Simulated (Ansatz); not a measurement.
# FeNi3: the cost of one run

Computed with Ansatz 0.2.0 (DFT r2SCAN, scalar-relativistic, plane waves, PAW).

1 further run of the same task is left out (set aside as unsound or not needed).

**1. Starting point**

Symmetry: I4/mmm, No. 139, tetragonal system. The conventional cell has a = 3.541 Å, b = 3.541 Å, c = 7.089 Å, α = 90.00°, β = 90.00°, γ = 90.00°. Around Fe (site symmetry 4/mmm) lie 12 Ni at 2.50 to 2.51 Å. Around Ni (site symmetry 4/mmm) lie 4 Fe at 2.50 Å and 8 Ni at 2.51 Å. Around Ni (site symmetry -4m2) lie 8 Ni at 2.50 to 2.51 Å and 4 Fe at 2.51 Å.

As a file:

```cif
data_structure
_symmetry_space_group_name_H-M 'P 1'
_symmetry_Int_Tables_number 1
_cell_length_a 4.3398
_cell_length_b 4.3398
_cell_length_c 4.3398
_cell_angle_alpha 131.841
_cell_angle_beta 131.841
_cell_angle_gamma 70.481
_cell_volume 44.45
loop_
_atom_site_label
_atom_site_type_symbol
_atom_site_fract_x
_atom_site_fract_y
_atom_site_fract_z
_atom_site_occupancy
Fe1 Fe 0.00000 0.00000 0.00000 1
Ni1 Ni 0.50000 0.50000 0.00000 1
Ni2 Ni 0.75000 0.25000 0.50000 1
Ni3 Ni 0.25000 0.75000 0.50000 1
```

The cell was relaxed beforehand at this level, from a generated guess; it is a trial structure. At a tolerance of 0.05 Å it has space group I4/mmm (No. 139); it has 11.11 Å³/atom, an uncorrected energy of -0.07 eV/atom over the elements and, on its mesh, gap none (metal).

**2. The same geometry with r2SCAN**

The input, input.yaml:

```yaml
crystal:
  lattice:
    - [-1.7706455501, 1.7706455501, 3.5444561418]
    - [1.7706455501, -1.7706455501, 3.5444561418]
    - [1.7706455501, 1.7706455501, -3.5444561418]
  atoms:
    - { symbol: Fe, position: [0.0, 0.0, 0.0], spin: 4.0 }
    - { symbol: Ni, position: [0.5, 0.5, 0.0], spin: 2.0 }
    - { symbol: Ni, position: [0.75, 0.25, 0.5], spin: 2.0 }
    - { symbol: Ni, position: [0.25, 0.75, 0.5], spin: 2.0 }
basis:
  ecutwfc: 500
kpoints:
  mp_grid: { grid: [18, 18, 18] }
  band_path:
    path:
      - [[0.0, 0.0, 0.0], [0.0, 0.0, 0.5], [0.25, 0.25, 0.25], [0.0, 0.5, 0.0], [0.0, 0.0, 0.0], [0.5, 0.5, -0.5], [0.31238843, 0.68761157, -0.31238843]]
      - [[-0.31238843, 0.31238843, 0.31238843], [0.0, 0.0, 0.0]]
      - [[0.0, 0.0, 0.5], [-0.12477686, 0.12477686, 0.5]]
      - [[0.5, 0.5, -0.12477686], [0.5, 0.5, -0.5]]
    npoints: 14
hamiltonian:
  xc: r2scan
scf:
  occupations: { method: gaussian, width: 0.1 }
  n_extra_bands: 10
output:
  forces: true
  stress: true
  eigenvalues: true
  populations: true
  dos: { projected: true, de: 0.02, nscf_kmesh: { grid: [22, 22, 22] } }
  bader: true
magnetization:
  spin_polarized: true
```

On the command line:

```
$ ansatz run input.yaml --threads 4 --pin off --max-ram 8192MiB --backend cpu --events-out ev --progress --plain --runs-dir out
```

Q: Estimate wall time and peak memory on 4 threads of Intel Xeon 6975P-C (Granite Rapids), shared host.

About 1.7 min, with a peak of 2 GiB.
